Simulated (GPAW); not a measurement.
Runs of GPAW 26.7.0 on ZnS (Wurtzite-6H). Symmetry: P6_3mc, No. 186, hexagonal system. The conventional cell has a = 3.812 Å, b = 3.812 Å, c = 18.690 Å, α = 90.00°, β = 90.00°, γ = 120.00°. Around Zn (site symmetry 3m) lie 4 S at 2.33 to 2.34 Å. Around Zn (site symmetry 3m) lie 4 S at 2.33 to 2.34 Å. Zn (site symmetry 3m) is surrounded by 4 S at 2.33 to 2.34 Å. S (site symmetry 3m) has 4 Zn at 2.33 to 2.34 Å as nearest neighbours. S (site symmetry 3m) has 4 Zn at 2.33 to 2.34 Å as nearest neighbours. Around S (site symmetry 3m) lie 4 Zn at 2.33 to 2.34 Å. 

```csv
task,level,potentials or basis,cell,k mesh,cutoff (eV),smearing,maxiter,convergence,supercell,supercell k mesh,displacement,gap on the mesh (eV),pressure (GPa),largest force (eV/Å)
phonons,PBE+D3(BJ)+ATM,"GPAW PAW data sets (gpaw-data 1.2.1), pw",relaxed,5 × 5 × 1,600,fermi-dirac 0.05 eV,150,density=1e-06 eigenstates=1e-09,1 × 1 × 1,5 × 5 × 1,0.01,2.17,0.0,-
single point,PBE,"GPAW PAW data sets (gpaw-data 1.2.1), pw",as given,8 × 8 × 2,600,gaussian 0.015 eV,150,-,-,-,-,2.16,2.1,0.03
phonons,SOGGA,"PAW data sets generated in the run's folder for this functional, pw",relaxed,5 × 5 × 1,510,fermi-dirac 0.05 eV,150,density=1e-06 eigenstates=1e-09,1 × 1 × 1,5 × 5 × 1,0.01,2.10,0.0,-
single point,PBE,"GPAW PAW data sets (gpaw-data 1.2.1), pw",as given,6 × 6 × 1,450,fermi-dirac 0.05 eV,120,default,-,-,-,2.16,1.7,0.03
density of states,rSCAN,"GPAW PAW data sets (gpaw-data 1.2.1), pw",as given,5 × 5 × 1,600,fermi-dirac 0.05 eV,150,-,-,-,-,(a),(b),0.03
```

Alike in all rows: no spin polarisation.

Question: Estimate the missing entries.

Answer: (a) 2.70; (b) -0.6.

Caveats: an odd mesh through Γ misses points on the zone boundary, where band edges often lie (some runs); the cell's inner coordinates are idealised or old, which leaves forces on the atoms (some runs); the LO-TO splitting is left out (some runs); the cutoff is short for stress and forces, so pressures can be off by a GPa or more (some runs); the PAW data sets were made with another functional, which shifts forces and pressure a little (some runs).

Not every run made on this cell is shown here.
